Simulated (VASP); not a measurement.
**NaF in VASP 6.6.1, relaxation**

INCAR

```
LCHARG = .FALSE.
NELM = 120
NBANDS = 14
PREC = Accurate
GGA = PS
IBRION = 1
EDIFF = 1E-7
LWAVE = .FALSE.
EDIFFG = -5E-3
LREAL = .TRUE.
ISMEAR = -1
LASPH = .TRUE.
SIGMA = 0.02
ISIF = 2
ENCUT = 600
NSW = 40
```

KPOINTS

```
KPOINTS created by Atomic Simulation Environment
0
Gamma
8 8 8
0 0 0
```

POSCAR

```
Na F
 1.0000000000000000
     2.8648043891630715    0.0000000000000000   -0.0000000000000000
     0.0000000000000000    2.8648043891630715    0.0000000000000000
     0.0000000000000000    0.0000000000000000    2.8648043891630715
 Na  F
   1   1
Cartesian
  0.0000000000000000  0.0000000000000000 -0.0000000000000000
  1.4324021945815355  1.4324021945815355  1.4324021945815355
```

The recommended PBE PAW datasets give the neutral cell 14 valence electrons.

Command

```
mpirun -np 1 vasp_std
```

OSZICAR

```
N       E                     dE             d eps       ncg     rms          rms(c)
DAV:   1     0.115291655464E+03    0.11529E+03   -0.83690E+03   992   0.138E+03
DAV:   2    -0.345211231500E+01   -0.11874E+03   -0.11096E+03  1100   0.367E+02
DAV:   3    -0.920009808275E+01   -0.57480E+01   -0.57374E+01  1100   0.711E+01
DAV:   4    -0.924802901235E+01   -0.47931E-01   -0.47929E-01  1142   0.694E+00
DAV:   5    -0.924848895471E+01   -0.45994E-03   -0.45994E-03  1130   0.682E-01    0.467E+00
DAV:   6    -0.852001378728E+01    0.72848E+00   -0.22295E+00  1178   0.137E+01    0.176E+00
DAV:   7    -0.848929847789E+01    0.30715E-01   -0.28800E-02  1044   0.288E+00    0.996E-01
DAV:   8    -0.847377323140E+01    0.15525E-01   -0.25108E-02  1046   0.433E+00    0.142E-01
DAV:   9    -0.847406875337E+01   -0.29552E-03   -0.30867E-03  1204   0.682E-01    0.707E-02
DAV:  10    -0.847407012499E+01   -0.13716E-05   -0.53236E-04  1094   0.202E-01    0.379E-02
DAV:  11    -0.847405612247E+01    0.14003E-04   -0.62048E-05  1130   0.906E-02    0.175E-03
DAV:  12    -0.847405635541E+01   -0.23294E-06   -0.23370E-06  1102   0.164E-02    0.781E-04
DAV:  13    -0.847405635102E+01    0.43876E-08   -0.10834E-07  1064   0.318E-03
   1 F= -.84740564E+01 E0= -.84740564E+01  d E =-.847406E+01
```

From OUTCAR

```
k-points           NKPTS =     35   k-points in BZ     NKDIM =     35   number of bands    NBANDS=     14

   NELECT =      14.0000    total number of electrons

   dimension x,y,z NGX =    24 NGY =   24 NGZ =   24
   dimension x,y,z NGXF=    48 NGYF=   48 NGZF=   48

  energy-cutoff  :      600.00
  volume of cell :       23.51
      direct lattice vectors                 reciprocal lattice vectors
     2.864804389  0.000000000  0.000000000     0.349063972  0.000000000  0.000000000
     0.000000000  2.864804389  0.000000000     0.000000000  0.349063972  0.000000000
     0.000000000  0.000000000  2.864804389     0.000000000  0.000000000  0.349063972

 k-points in reciprocal lattice and weights: KPOINTS created by Atomic Simulation Env
   0.00000000  0.00000000  0.00000000       0.002
   0.12500000  0.00000000  0.00000000       0.012
   0.25000000  0.00000000  0.00000000       0.012
   0.37500000  0.00000000  0.00000000       0.012
   0.50000000  0.00000000  0.00000000       0.006
   0.12500000  0.12500000  0.00000000       0.023
   0.25000000  0.12500000  0.00000000       0.047
   0.37500000  0.12500000  0.00000000       0.047
   ...

 E-fermi :  -0.5924

 k-point     1 :       0.0000    0.0000    0.0000
  band No.  band energies     occupation
      1     -21.1249      2.00000
      2     -21.1249      2.00000
      3     -21.1249      2.00000
      4     -20.7257      2.00000
      5      -1.4393      2.00000
      6      -1.4393      2.00000
      7      -1.4393      2.00000
      8       4.3955      0.00000
      9      14.1110      0.00000
     10      14.1110      0.00000
     11      21.6015      0.00000
     12      21.6015      0.00000
     13      21.6015      0.00000
     14      29.0531      0.00000

 k-point     2 :       0.1250    0.0000    0.0000
  band No.  band energies     occupation
      1     -21.2721      2.00000
      2     -21.1214      2.00000
      3     -21.1214      2.00000
      4     -20.5686      2.00000
      5      -1.8358      2.00000
      6      -1.4216      2.00000
      7      -1.4216      2.00000
      8       4.9010      0.00000
      9      13.8001      0.00000
     10      14.3934      0.00000
     11      21.5713      0.00000
     12      21.5713      0.00000
     13      22.0965      0.00000
     14      27.5809      0.00000

 k-point     3 :       0.2500    0.0000    0.0000
  band No.  band energies     occupation
      1     -21.4875      2.00000
      2     -21.1127      2.00000
      3     -21.1127      2.00000
      4     -20.3272      2.00000
      5      -2.6442      2.00000
      6      -1.3784      2.00000
      7      -1.3784      2.00000
      8       6.1183      0.00000
      9      12.8133      0.00000
     10      15.2378      0.00000
     11      21.4980      0.00000
     12      21.4980      0.00000
     13      23.7230      0.00000
     14      24.4219      0.00000

 k-point     4 :       0.3750    0.0000    0.0000
  band No.  band energies     occupation
      1     -21.6441      2.00000
      2     -21.1040      2.00000
      3     -21.1040      2.00000
      4     -20.1409      2.00000
      5      -3.3264      2.00000
      6      -1.3343      2.00000
      7      -1.3343      2.00000
      8       7.6687      0.00000
      9      11.3085      0.00000
     10      16.6256      0.00000
     11      21.3366      0.00000
     12      21.4240      0.00000
     13      21.4240      0.00000
     14      24.3831      0.00000

 ...

  Total       -0.1690564     -0.1690564     -0.1690564      0.0000000      0.0000000     -0.0000000
  in kB      -11.5201307    -11.5201307    -11.5201307      0.0000000      0.0000000     -0.0000000
  external PRESSURE =     -11.5201307 kB  Pullay stress =       0.0000000 kB

 POSITION                                       TOTAL-FORCE (eV/Angst)
 -----------------------------------------------------------------------------------
      0.00000      0.00000      0.00000         0.000000      0.000000      0.000000
      1.43240      1.43240      1.43240         0.000000      0.000000      0.000000
 -----------------------------------------------------------------------------------
    total drift:                                0.000000      0.000000     -0.000000

  FREE ENERGIE OF THE ION-ELECTRON SYSTEM (eV)
  ---------------------------------------------------
  free  energy   TOTEN  =        -8.4740563510 eV

  energy  without entropy=       -8.4740563510  energy(sigma->0) =       -8.47405635
```

It converged. Results: relaxed cell vector lengths 2.865, 2.865, 2.865 Å; relaxed cell volume 23.51 Å³.

These settings aren't sound, so the numbers aren't properties of the crystal.

On sound settings the PBEsol relaxation ends at 22.26 Å³.

The run took about 15 s on one core of a shared host (Intel Xeon Platinum 8488C) and held 0.13 GiB at most.
